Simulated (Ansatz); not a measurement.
# Sn on Mg(0001), hcp start, 2x2 cell: work function, bands and core levels, part 4 of 4

What would XPS and UPS show for Sn on Mg(0001), hcp start, 2x2 cell? Spin–orbit coupling is left out of the bands throughout.

Ansatz 0.2.0; DFT, PBE, plane-wave PAW, default files, scalar-relativistic.

So far, work function, upper face (eV): step 2 (the clean face) 3.76; step 3 (relaxing the atoms) 4.36; step 4 (layer-resolved bands, DOS and potential) 4.36.

**5. Core holes**

XPS shifts tell sites apart. Each chosen atom gets a core hole in a self-consistent pass of its own.

Contents of input.yaml:

```yaml
crystal:
  lattice:
    - [6.38, 0.0, 0.0]
    - [3.19, 5.5252420761, 0.0]
    - [0.0, 0.0, 24.535]
  atoms:
    - { symbol: Sn_h, position: [0.3336841299, 0.3333319972, 0.7123924732] }
    - { symbol: Mg_h, position: [-0.000151383, 9.816e-07, 0.637458881] }
    - { symbol: Mg, position: [0.5016580216, -0.0034918043, 0.6214627515] }
    - { symbol: Mg, position: [-0.0034612336, 0.5016873076, 0.6214985005] }
    - { symbol: Mg_h, position: [0.5017157044, 0.5018048475, 0.6214272863] }
    - { symbol: Mg, position: [0.835049397, 0.3299511043, 0.5176931831] }
    - { symbol: Mg, position: [0.3333329282, 0.3333333237, 0.5157131048] }
    - { symbol: Mg, position: [0.8350266754, 0.8350016784, 0.5177032971] }
    - { symbol: Mg, position: [0.3299299585, 0.835047469, 0.5176829419] }
    - { symbol: Mg_h, position: [0.0, 0.0, 0.411453026] }
    - { symbol: Mg, position: [0.5, 0.0, 0.411453026] }
    - { symbol: Mg, position: [0.0, 0.5, 0.411453026] }
    - { symbol: Mg, position: [0.5, 0.5, 0.411453026] }
    - { symbol: Mg, position: [0.833333333, 0.333333333, 0.305685755] }
    - { symbol: Mg, position: [0.333333333, 0.333333333, 0.305685755] }
    - { symbol: Mg, position: [0.833333333, 0.833333333, 0.305685755] }
    - { symbol: Mg, position: [0.333333333, 0.833333333, 0.305685755] }
kpoints:
  mp_grid: { grid: [6, 6, 1] }
scf:
  occupations: { method: fermi_dirac, width: 0.05 }
  n_extra_bands: 14
hamiltonian:
  xc: pbe
  pseudopotentials: { kind: paw }
output:
  forces: true
  write_potential: true
  volumetric_format: []
  core_levels:
    shells: { Sn_h: "3d", Mg_h: "2p" }
    counted_from: fermi_level
    add_spin: false
efield:
  axis: 3
  dipole_correction: true
```

The run is started by

```
ansatz run input.yaml --threads 8 --pin off --max-ram 20480MiB --backend cpu --events-out ev --progress --plain --runs-dir out
```

Numbers of over 12 decimals in the logs are rounded to 6 here.

What it wrote:

```text
[...]
Crystal: 17 atoms, lattice volume = 864.884 Å³
Basis set: ecut = 420 eV, 16929 PW (Γ), exchange–correlation on 90×90×360 points (8 copies of the dense FFT grid, shifted against one another)
Bands: 101, of which v1, the nominal top of the filled ones, is band 87 counted from 1 (86 counted from 0)
Symmetry: 1 space group operations
[...]
k-points: 20 of 36 (time reversal used)
[...]
SCF iter   1: F=—  HF=-36802.342596 eV  |F-HF|=—  |Δ(HF+E_count)|=         —  Δρ=2.30e-3  dr2=2.07e0  ethr=1.77e-3  p=-0.176 e·Å  D=-3.67e-2 V/Å  ΔV_dip=0.90 eV  dr2_dipole=1.38e0  V_vac-E_F(+/−)=4.64/3.73 eV  ⟨swp⟩=12.7  Hψ=10167  notcnv=0  defer=17
[...]
SCF iter   7: F=-36802.271601 eV  HF=-36802.271601 eV  |F-HF|=8.19e-9  |Δ(HF+E_count)|=   1.29e-7  Δρ=1.52e-6  dr2=3.00e-8  ethr=5.75e-11  p=-0.116 e·Å  D=-2.42e-2 V/Å  ΔV_dip=0.59 eV  dr2_dipole=1.21e-10  V_vac-E_F(+/−)=4.36/3.76 eV  ⟨swp⟩=23.0  Hψ=15181  notcnv=0
SCF 1 converged in 7 iterations: F = -36802.271601 eV  dr2 = 3.00e-8
[...]
── core hole 1/4: 3d of Sn_h 0 ──
── 3d of Sn_h 0: 483.759 eV over the cell without the hole, in 9 iterations ──
── core hole 2/4: 2p of Mg_h 1 ──
── 2p of Mg_h 1: 50.261 eV over the cell without the hole, in 9 iterations ──
── core hole 3/4: 2p of Mg_h 4 ──
── 2p of Mg_h 4: 49.766 eV over the cell without the hole, in 9 iterations ──
── core hole 4/4: 2p of Mg_h 9 ──
── 2p of Mg_h 9: 49.657 eV over the cell without the hole, in 9 iterations ──
SCF converged after 7 iterations
Free energy (F): -36802.271601 eV
[...]
Internal energy: -36802.200660 eV  (E = F + TS)
E sigma→0 (E₀):  -36802.236131 eV
Entropy (-TS):   -0.070941 eV (-4.173 meV/atom)
Fermi energy:    0.540015 eV
Dipole field:    D = -0.024206 V/Å  (p = -0.115697 e·Å, saw-weighted, corrected)
Work function:   Φ+ = 4.3566 eV   Φ− = 3.7626 eV
[...]
--- Forces (eV/Å), atoms counted from 1 ---
  atom   1  Sn_h    -0.00003947    -0.00000557     0.00291133
  atom   2  Mg_h     0.00000194     0.00000318     0.00321690
  atom   3  Mg       0.00000745    -0.01221340    -0.01143788
  atom   4  Mg      -0.01057514     0.00610300    -0.01143020
  atom   5  Mg_h     0.01060782     0.00611322    -0.01144903
  atom   6  Mg      -0.00004252     0.00235874     0.01327103
  atom   7  Mg      -0.00004325    -0.00000075    -0.01571539
  atom   8  Mg      -0.00204114    -0.00115365     0.01328685
  atom   9  Mg       0.00204521    -0.00120505     0.01325372
  atom  10  Mg_h    -0.00012468     0.00000068     0.06549897
  atom  11  Mg       0.00011370    -0.10012677     0.03312781
  atom  12  Mg      -0.08668885     0.05011530     0.03327104
  atom  13  Mg       0.08673609     0.05001125     0.03298616
  atom  14  Mg       0.00011331    -0.01333563    -0.02865300
  atom  15  Mg      -0.00011544     0.00000036    -0.07485191
  atom  16  Mg       0.01157134     0.00661500    -0.02862891
  atom  17  Mg      -0.01152687     0.00672015    -0.02867770
  max |Σ_I F_I| component: 2.02e-5 eV/Å
--- Band table (eV; the first three rows and the last of 20) ---
  k-point 0: bands = [... 83 lower, -0.5139, -0.4806, -0.4806, -0.2510, 0.0352, 0.0356, 0.5643, 0.8116, ... 10 higher]
  k-point 1: bands = [... 83 lower, -0.2793, -0.2233, -0.1745, 0.1880, 0.2516, 0.3556, 0.7531, 1.0661, ... 10 higher]
  k-point 2: bands = [... 83 lower, -0.3571, 0.0540, 0.4916, 0.6085, 0.8121, 0.8892, 1.3990, 1.5803, ... 10 higher]
  k-point 19: bands = [... 83 lower, -0.5162, 0.1896, 0.5032, 0.6107, 0.9840, 1.6502, 1.7605, 2.1773, ... 10 higher]
--- Core levels from the Fermi level (as output.core_levels.counted_from types it; a hole's nearest image at 6.4 Å) ---
  the holes have no spin, as output.core_levels.add_spin types it
  atom         alike  shell      binding/eV   shift/eV difference/eV images/eV   SCF
  Sn_h 0           1     3d         483.759     +0.000       483.759         –     9
  Mg_h 1           1     2p          50.261     +0.000        50.261         –     9
  Mg_h 4           1     2p          49.766     -0.495        49.766         –     9
  Mg_h 9           1     2p          49.657     -0.605        49.657         –     9
  the dataset of Sn_h with a 3d hole: scattering error 0.004 eV; free atom: scalar-relativistic, large and small components
  the two lines of Sn_h's 3d: 3d3/2 +5.041 eV and 3d5/2 -3.361 eV off its levels, 2 : 3 in strength
  the dataset of Mg_h with a 2p hole: scattering error 0.005 eV (0.000 eV in the local channel); free atom: scalar-relativistic, large and small components
  the two lines of Mg_h's 2p: 2p1/2 +0.179 eV and 2p3/2 -0.090 eV off its levels, 1 : 2 in strength
```

The job ended after 2.8 min (8 threads of Arm Neoverse V1, shared host; peak memory 3.9 GiB).

Each level is the free energy with the hole less that without it. The electron goes to the Fermi level, so the difference is a binding energy from E_F. The hole's nearest image is 6.4 Å away, and the holes carry no spin, so absolute levels are rough.

| atom | region | shell | level (eV) | shift (eV) | potential at nucleus, shift (V) | j lines (eV) | doubts |
| --- | --- | --- | --- | --- | --- | --- | --- |
| Sn1 | adsorbate | 3d | 483.76 | - | +0.00 | 488.80 / 480.40 | - |
| Mg2 | layer 1 | 2p | 50.26 | +0.60 | +0.84 | 50.44 / 50.17 | - |
| Mg5 | layer 1 | 2p | 49.77 | +0.11 | +0.07 | 49.95 / 49.68 | - |
| Mg10 | layer 3 | 2p | 49.66 | +0.00 | +0.00 | 49.84 / 49.57 | - |

Levels of p, d and f shells are means over their two j lines, weighted by degeneracy; the splitting comes from the atom's own solve. Shifts count from the last listed atom of each element. A higher potential at the nucleus binds core electrons more tightly, so that column is a rough initial-state shift.

The Mg 2p lines of the listed atoms alone (other atoms of the cell aren't counted), as Gaussians 0.3 eV wide, no depth weighting. Table of intensity by Mg 2p level; read off at these points:

Mg 2p level (eV), intensity (%) and a bar:
```
    49.00          0 
    49.10          0 
    49.20          1 
    49.30          6 ##
    49.40         26 ########
    49.50         64 ###################
    49.60         95 #############################
    49.66        100 ##############################
    49.70         97 #############################
    49.80         79 ########################
    49.90         63 ###################
    50.00         56 #################
    50.10         59 ##################
    50.20         57 #################
    50.30         44 #############
    50.40         34 ##########
    50.50         24 #######
    50.60         12 ####
    50.70          3 #
    50.80          0 
    50.90          0 
    51.00          0
```

**6. Results**

```yaml
work_function: 4.36 eV (other face 3.76 eV)
change_from_the_clean_face: +0.60 eV
mg_core_shifts_among_the_listed_atoms_from_the_last_listed_one: +0.00 to +0.60 eV
```

What this shows: The Fermi level of Sn on Mg(0001), hcp start, 2x2 cell lies 4.36 eV (other face 3.76 eV) below the vacuum, a change of +0.60 eV from the clean face. The sign fits the charge transfer: Sn is more electronegative than the metal and draws charge outwards, a dipole that raises the barrier. No level with weight over 0.3 between −3.0 and 3.0 eV at the labelled points has over 60 % of its weight in the top region and under 6 % in the middle, the test used here for a surface state; levels near these limits can still be surface states of a thicker slab. After relaxation Sn1 stands 2.13 Å above the top layer, bonded to 3 Mg atoms at 2.90 Å. The bare lower face differs from the lower face of the clean 1×1 slab by 0.00 eV, a measure of the error from mesh and slab. Core shifts: Mg +0.00 to +0.60 eV. Among the sites run, the most bound Mg 2p level is that of Mg2 (layer 1), bonded to 9 Mg; the least bound, 0.60 eV shallower, that of Mg10 (layer 3), bonded to 12 Mg. At 21.2 eV the valence spectrum has its highest listed peaks within 10.8 eV at 0.5 eV (Sn 5p), 1.8 eV (Sn 5p) and 3.9 eV (Mg 3s). At 1486.7 eV the valence spectrum has its highest listed peaks within 13 eV at 1.0 eV (mixed, Sn 5p leading), 1.9 eV (Mg 3s), 2.9 eV (Mg 3s), 4.0 eV (Mg 3s) and 6.9 eV (Sn 5s), and the deeper Sn 4d line at 21.0 eV is higher still (without the spin–orbit splitting that a measurement shows). The shell named is the one with most of the intensity, cross sections included, not always the one with most states there. In the main run, from 1486.7 eV towards hard X-rays the Sn 5s share grows by 16 points, as its cross section falls more slowly with photon energy than those of the shells it gains on. Semilocal functionals put filled localised shells such as Sn 4d too near the top of the filled states. Spin–orbit coupling is left out, which matters for the heavy atoms here. The slab's own atoms span 8.1 Å, so bulk bands appear as a few quantum-well levels, and states of the two faces can mix.

[Logs are printed without paths, hosts, clocks, repeated set-up lines and the standing remarks that a program may print on its own settings, such as how far it seeks lower states.]

[Hosts, paths, dates, database ids (printed as entryN), source tags and the programs' standing remarks are cut or masked in the printed files.]

[Maps of the electrostatic potential energy from Ansatz leave out the sawtooth potential of an applied field or a dipole correction, so their vacuum need not be flat; work functions include it.]
